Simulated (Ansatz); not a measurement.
# Ru (P6_3/mmc) in Ansatz: a series of runs

One crystal, Ru, is run at these levels: SVWN5; tasks: single point, equation of state.

All numbers are computed with Ansatz 0.2.0; they aren't measurements. Logs are shortened: lines on timing, memory, paths and dates and some standing lists are left out, and cuts for length are marked.

### Step 1. The structure

Symmetry: P6_3/mmc, No. 194, hexagonal system. Conventional cell: a = 2.706 Å, b = 2.706 Å, c = 4.282 Å, α = 90.00°, β = 90.00°, γ = 120.00°. Ru (site symmetry -6m2) has 12 Ru at 2.65 to 2.71 Å as nearest neighbours.

### Step 2. Single point, SVWN5, 12.76 Å³/atom (volume scaled by 0.94)

Contents of input.yaml:

```yaml
crystal:
  lattice:
    - [2.650564093, 0.0, 0.0]
    - [-1.3252820465, 2.2954558389, 0.0]
    - [0.0, 0.0, 4.1944897589]
  atoms:
    - { symbol: Ru, position: [0.6666666667, 0.3333333333, 0.75] }
    - { symbol: Ru, position: [0.3333333333, 0.6666666667, 0.25] }
hamiltonian:
  xc: { exchange: slater, correlation: vwn5 }
  pseudopotentials: { kind: paw }
kpoints:
  mp_grid: { grid: [11, 11, 6] }
scf:
  occupations: { method: fermi_dirac, width: 0.05 }
output:
  forces: true
  stress: true
  eigenvalues: true
```

Potentials or basis: Ansatz PAW.

Launch:

```console
ansatz run input.yaml --threads 2 --pin off --max-ram 5120MiB --backend cpu --events-out ev --progress --plain --runs-dir out
```

The log of the run:

```text
Warning: RAYON_NUM_THREADS=2 ignored (pool sized by the plan → 2); use --threads N
Engine: ansatz 0.2.0, aarch64-unknown-linux-gnu
Pseudopotentials: kind: paw
Pseudopotential: Ru, paw, valence charge 16, recommended cutoff 420 eV (normal), Ru.paw.azcp
Functional definition: unnamed
  exchange = slater_x
  correlation = vwn5_c
Crystal: 2 atoms, lattice volume = 25.520 Å³
Basis set: ecut = 420 eV, 525 PW (Γ)
Bands: 20, of which v1, the nominal top of the filled ones, is band 16 counted from 1 (15 counted from 0)
Symmetry: 24 space group operations
Space group: P63/mmc (ITA 194), of the structure as read, at distance tolerance 2.9e-5 Å
k-points: 64 of 726
Non-local potential: Ru, projectors of the file, l = 0: 3, l = 1: 2, l = 2: 2, l = 3: 1
PAW form: soft (Blöchl's): semilocal exchange-correlation on the pseudo side does not see the compensation charge
PAW frozen core: Ru, regenerated for the run's functional, and the local potential with it (the file was generated under x = pbe(κ = 0.804, μ = 0.2195149727645171), c = pbe(β = 0.06672455060314922))
PAW one-centre angular grid: Ru, 590 points (default); XC on 64 Gauss nodes
Initial density: superposition of atomic densities (neutral atoms: chi_scale 0, normalization atom), corrected by the library's trained network
Initial wavefunctions: pseudopotential atomic-orbital guess
Functional: x = slater, c = vwn5
SCF iter   1: F=—  HF=-11517.554082 eV  |F-HF|=—  |Δ(HF+E_count)|=         —  Δρ=1.02e-2  dr2=1.16e-2  ethr=1.77e-3  ⟨swp⟩=5.1  Hψ=5084  notcnv=0
preconditioner: auto → none  [metal: Δε(μ)=0.027 eV  Ē_g=6.344 eV  σ=0.050 eV  W_gap=0.13  n_scr=8 (ndim 8)  ℏωp=29.4 eV  f_vac=0.000  D(μ)=1.91/eV (n_scr^D=22)  sad-step TF]
SCF iter   2: F=—  HF=-11517.552925 eV  |F-HF|=—  |Δ(HF+E_count)|=   1.16e-3  Δρ=5.50e-3  dr2=3.05e-3  ethr=3.62e-5  ⟨swp⟩=2.7  Hψ=2536  notcnv=0
SCF iter   3: F=—  HF=-11517.552590 eV  |F-HF|=—  |Δ(HF+E_count)|=   3.35e-4  Δρ=3.26e-4  dr2=1.02e-5  ethr=9.53e-6  ⟨swp⟩=2.0  Hψ=1757  notcnv=0
SCF iter   4: F=—  HF=-11517.552597 eV  |F-HF|=—  |Δ(HF+E_count)|=   7.45e-6  Δρ=6.84e-5  dr2=5.95e-7  ethr=3.17e-8  ⟨swp⟩=2.0  Hψ=2310  notcnv=0
iter 5 did not close the SCF: its close was put off for the readings that it lacked (scf_convergence_deferred on its scf_iter line)
SCF iter   5: F=-11517.552597 eV  HF=-11517.552597 eV  |F-HF|=4.09e-9  |Δ(HF+E_count)|=   2.64e-7  Δρ=8.05e-6  dr2=6.96e-9  ethr=1.86e-9  ⟨swp⟩=2.0  Hψ=2269  notcnv=0
SCF iter   6: F=-11517.552597 eV  HF=-11517.552597 eV  |F-HF|=4.18e-10  |Δ(HF+E_count)|=   2.00e-9  Δρ=2.87e-6  dr2=7.65e-10  ethr=2.17e-11  ⟨swp⟩=2.2  Hψ=4286  notcnv=0
SCF 1 converged in 6 iterations: F = -11517.552597 eV  dr2 = 7.65e-10
SCF converged after 6 iterations
Free energy (F): -11517.552597 eV
Harris-Foulkes:  -11517.552597 eV  (|F-HF|=4.18e-10)
Internal energy: -11517.537214 eV  (E = F + TS)
E sigma→0 (E₀):  -11517.544906 eV
Entropy (-TS):   -0.015383 eV (-7.692 meV/atom)
Fermi energy:    24.972689 eV
--- Per-component energies (eV) ---
  E_band       = -61.923437
  E_kinetic    = 1034.115054
  E_local      = -2396.273055  (includes V_loc(G=0)·N_el)
  E_nonlocal   = 697.158728
  E_hartree    = 766.921080
  E_xc         = -381.427076
  E_vxc        = -480.904612  (∫ρ·V_xc dr)
  E_paw        = -6683.727048  (= ΣΔE_a)
  E_vpaw       = -449.861709  (= ΣTr[D̂ρ^β])
  E_aug_tail   = -0.000489  (compensation charges beyond the density's cutoff)
  E_ewald      = -4555.449726
  E_core_change = 1.145319  (= ΣΔE_core)
  E_smearing   = -0.015383  (= −TS)
  E_closure    = 0.000000  (closes the sum)
  Σ components = -11517.552597   (vs F -11517.552597, Δ=0.00e0)
--- Forces (eV/Å), atoms counted from 1 ---
  atom   1  Ru     0.00000000    -0.00000000     0.00000000
  atom   2  Ru     0.00000000     0.00000000     0.00000000
  max |Σ_I F_I| component: 9.25e-18 eV/Å
--- Stress (GPa, compression-positive) ---
        9.458803       0.000000       0.000000
        0.000000       9.458803       0.000000
        0.000000       0.000000      10.048923
  P = ⅓ Tr σ = 9.6555 GPa (96.555 kbar)
--- Band table (eV; the first three rows and the last of 64) ---
  k-point 0: bands = ["-48.0850", "-47.8165", "-18.7549", "-17.6008", "-17.6008", "-17.3933", "-17.3933", "-17.3407", "16.6371", "18.3044", "22.1753", "22.1753", "22.3728", "22.9337", "22.9337", "23.5180", "23.5180", "26.3581", "26.3581", "26.4115"]
  k-point 1: bands = ["-48.0673", "-47.8348", "-18.6648", "-17.5871", "-17.5871", "-17.4407", "-17.4073", "-17.4073", "16.9646", "18.4198", "22.0116", "22.0116", "22.2106", "22.7407", "22.7407", "23.9503", "23.9503", "25.4170", "26.3720", "26.3720"]
  k-point 2: bands = ["-48.0189", "-47.8847", "-18.4156", "-17.7095", "-17.5494", "-17.5494", "-17.4456", "-17.4456", "17.8108", "18.6630", "21.8803", "21.8803", "21.9043", "22.3377", "22.3377", "23.5174", "24.8123", "24.8123", "26.2145", "26.2145"]
  k-point 63: bands = ["-47.7957", "-47.7957", "-18.4799", "-18.4799", "-18.1032", "-18.1032", "-17.5857", "-17.5857", "19.7067", "19.7067", "20.6889", "20.6889", "22.1002", "22.1002", "23.8310", "23.8310", "26.4654", "26.4654", "33.3344", "33.3344"]
```

Wall time 1 s (2 threads of Arm Neoverse V1, shared host); peak memory 0.28 GiB.

What came out:

```yaml
Free_energy: -11517.5526 eV
Pressure: 9.7 GPa
Band_gap_on_the_k_mesh: none (metal or under the smearing width)
```

Caveat: the PAW data sets come from PBE, with cores solved anew for the run's functional, which leaves a small shift of forces and pressure.

### Step 3. Single point, SVWN5, 13.03 Å³/atom (volume scaled by 0.96)

Changes to input.yaml since step 2:

```diff
@@ -2,5 +2,5 @@
   lattice:
-    - [2.650564093, 0.0, 0.0]
-    - [-1.3252820465, 2.2954558389, 0.0]
-    - [0.0, 0.0, 4.1944897589]
+    - [2.6692306523, 0.0, 0.0]
+    - [-1.3346153261, 2.3116215535, 0.0]
+    - [0.0, 0.0, 4.2240293924]
   atoms:
```

Potentials or basis: Ansatz PAW.

Launch:

```console
ansatz run input.yaml --threads 2 --pin off --max-ram 5120MiB --backend cpu --events-out ev --progress --plain --runs-dir out
```

Run time: 1 s. Hardware: 2 threads of Arm Neoverse V1, shared host; peak memory 0.29 GiB.

It converged, with:

```
Free energy            : -11517.5710 eV
Pressure               : 1.4 GPa
Band gap on the k mesh : none (metal or under the smearing width)
```

Caveat: the PAW data sets come from PBE, with cores solved anew for the run's functional, which leaves a small shift of forces and pressure.

### Step 4. Single point, SVWN5, 13.30 Å³/atom (volume scaled by 0.98)

Changes to input.yaml since step 3:

```diff
@@ -2,5 +2,5 @@
   lattice:
-    - [2.6692306523, 0.0, 0.0]
-    - [-1.3346153261, 2.3116215535, 0.0]
-    - [0.0, 0.0, 4.2240293924]
+    - [2.6876397213, 0.0, 0.0]
+    - [-1.3438198606, 2.3275642749, 0.0]
+    - [0.0, 0.0, 4.2531615502]
   atoms:
```

Launch:

```console
ansatz run input.yaml --threads 2 --pin off --max-ram 5120MiB --backend cpu --events-out ev --progress --plain --runs-dir out
```

Wall time 1 s (2 threads of Arm Neoverse V1, shared host); peak memory 0.29 GiB.

The run converged. Its results:

```yaml
Free_energy: -11517.5631 eV
Pressure: -5.9 GPa
Band_gap_on_the_k_mesh: none (metal or under the smearing width)
```

Caveat: the PAW data sets come from PBE, with cores solved anew for the run's functional, which leaves a small shift of forces and pressure.

### Step 5. Single point, SVWN5, 13.57 Å³/atom

Changes to input.yaml since step 4:

```diff
@@ -2,5 +2,5 @@
   lattice:
-    - [2.6876397213, 0.0, 0.0]
-    - [-1.3438198606, 2.3275642749, 0.0]
-    - [0.0, 0.0, 4.2531615502]
+    - [2.7058, 0.0, 0.0]
+    - [-1.3529, 2.3432915376, 0.0]
+    - [0.0, 0.0, 4.2819]
   atoms:
@@ -19 +19,5 @@
   eigenvalues: true
+  write_density: true
+  write_potential: true
+  elf: true
+  volumetric_format: npy
```

Launch:

```console
ansatz run input.yaml --threads 2 --pin off --max-ram 5120MiB --backend cpu --events-out ev --progress --plain --runs-dir out
```

Wall time 1.3 s (2 threads of Arm Neoverse V1, shared host); peak memory 0.29 GiB.

Results (log left out):

```
Free energy            : -11517.5317 eV
Pressure               : -12.4 GPa
Band gap on the k mesh : none (metal or under the smearing width)
```

Caveat: the PAW data sets come from PBE, with cores solved anew for the run's functional, which leaves a small shift of forces and pressure.

### Step 6. Single point, SVWN5, 13.85 Å³/atom (volume scaled by 1.02)

Changes to input.yaml since step 5:

```diff
@@ -2,5 +2,5 @@
   lattice:
-    - [2.7058, 0.0, 0.0]
-    - [-1.3529, 2.3432915376, 0.0]
-    - [0.0, 0.0, 4.2819]
+    - [2.7237197275, 0.0, 0.0]
+    - [-1.3618598638, 2.3588104769, 0.0]
+    - [0.0, 0.0, 4.3102577801]
   atoms:
@@ -19,5 +19 @@
   eigenvalues: true
-  write_density: true
-  write_potential: true
-  elf: true
-  volumetric_format: npy
```

Potentials or basis: Ansatz PAW.

Launch:

```console
ansatz run input.yaml --threads 2 --pin off --max-ram 5120MiB --backend cpu --events-out ev --progress --plain --runs-dir out
```

Wall time 1.1 s (2 threads of Arm Neoverse V1, shared host); peak memory 0.29 GiB.

It converged, with:

```yaml
Free_energy: -11517.4795 eV
Pressure: -18.2 GPa
Band_gap_on_the_k_mesh: none (metal or under the smearing width)
```

Caveat: the PAW data sets come from PBE, with cores solved anew for the run's functional, which leaves a small shift of forces and pressure.

### Step 7. Single point, SVWN5, 14.12 Å³/atom (volume scaled by 1.04)

Changes to input.yaml since step 6:

```diff
@@ -2,5 +2,5 @@
   lattice:
-    - [2.7237197275, 0.0, 0.0]
-    - [-1.3618598638, 2.3588104769, 0.0]
-    - [0.0, 0.0, 4.3102577801]
+    - [2.7414067149, 0.0, 0.0]
+    - [-1.3707033574, 2.3741278572, 0.0]
+    - [0.0, 0.0, 4.3382472512]
   atoms:
```

Launch:

```console
ansatz run input.yaml --threads 2 --pin off --max-ram 5120MiB --backend cpu --events-out ev --progress --plain --runs-dir out
```

Run time: 1 s. Hardware: 2 threads of Arm Neoverse V1, shared host; peak memory 0.29 GiB.

The run converged. Its results:

| Item | Value |
| --- | --- |
| Free energy | -11517.4090 eV |
| Pressure | -23.3 GPa |
| Band gap on the k mesh | none (metal or under the smearing width) |

Caveat: the PAW data sets come from PBE, with cores solved anew for the run's functional, which leaves a small shift of forces and pressure.

### Step 8. Single point, SVWN5, 14.39 Å³/atom (volume scaled by 1.06)

Changes to input.yaml since step 7:

```diff
@@ -2,5 +2,5 @@
   lattice:
-    - [2.7414067149, 0.0, 0.0]
-    - [-1.3707033574, 2.3741278572, 0.0]
-    - [0.0, 0.0, 4.3382472512]
+    - [2.7588683749, 0.0, 0.0]
+    - [-1.3794341875, 2.3892500984, 0.0]
+    - [0.0, 0.0, 4.3658801443]
   atoms:
@@ -19 +19,5 @@
   eigenvalues: true
+  write_density: true
+  write_potential: true
+  elf: true
+  volumetric_format: npy
```

Launch:

```console
ansatz run input.yaml --threads 2 --pin off --max-ram 5120MiB --backend cpu --events-out ev --progress --plain --runs-dir out
```

Run time: 1.4 s. Hardware: 2 threads of Arm Neoverse V1, shared host; peak memory 0.3 GiB.

It converged, with:

```
Free energy            : -11517.3222 eV
Pressure               : -27.8 GPa
Band gap on the k mesh : none (metal or under the smearing width)
```

Caveat: the PAW data sets come from PBE, with cores solved anew for the run's functional, which leaves a small shift of forces and pressure.

### Step 9. Equation of state, SVWN5

Potentials or basis: Ansatz PAW.

No new run: the results of the series are fitted here.

What came out:

```
Equilibrium volume                        : 13.08 Å³/atom
Bulk modulus at fixed shape and positions : 367 GPa
Pressure derivative of the bulk modulus   : 4.8
```

Energy against volume, from the lowest point:
```tsv
volume (Å³/atom)	energy (meV/atom)
12.760	9.22
13.032	0.00
13.303	3.98
13.575	19.67
13.846	45.75
14.118	81.01
14.389	124.41
```

Caveat: the cell was scaled at fixed shape and fractional positions, which overstates the stiffness of a crystal with free parameters, most of all of layers and chains.
